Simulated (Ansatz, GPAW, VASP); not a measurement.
One calculation of GaSb, 3 ways

```
Sb Ga
1.0
     0.00000    3.05900    3.05900
     3.05900    0.00000    3.05900
     3.05900    3.05900    0.00000
Sb Ga
1 1
Direct
  0.75000 0.75000 0.75000
  0.00000 0.00000 0.00000
```

Alike in all runs: task single point; functional PBE; k mesh 8 × 8 × 8; occupations gaussian, width 0.023 eV; no spin polarisation; no spin-orbit coupling. Pressure is positive in compression and, in plane waves, holds the error of the finite cutoff.

```tsv
program and potentials	plane-wave cutoff (eV)	notes	band gap (eV)	pressure (GPa)
Ansatz, all-electron LAPW, scalar-relativistic	-	-	?	?
VASP, PBE PAW files Ga_d, Sb, 520 eV	520	-	0.04	2.38
GPAW, GPAW PAW data sets (gpaw-data 1.2.1)	600	-	0.09	2.31
```

Question: Estimate from the other rows what the run with Ansatz, all-electron LAPW, scalar-relativistic gave.

Answer: Band gap 0.04 eV; pressure 2.30 GPa. The other rows, which needn't bracket it: band gap 0.04 to 0.09; pressure 2.31 to 2.38.
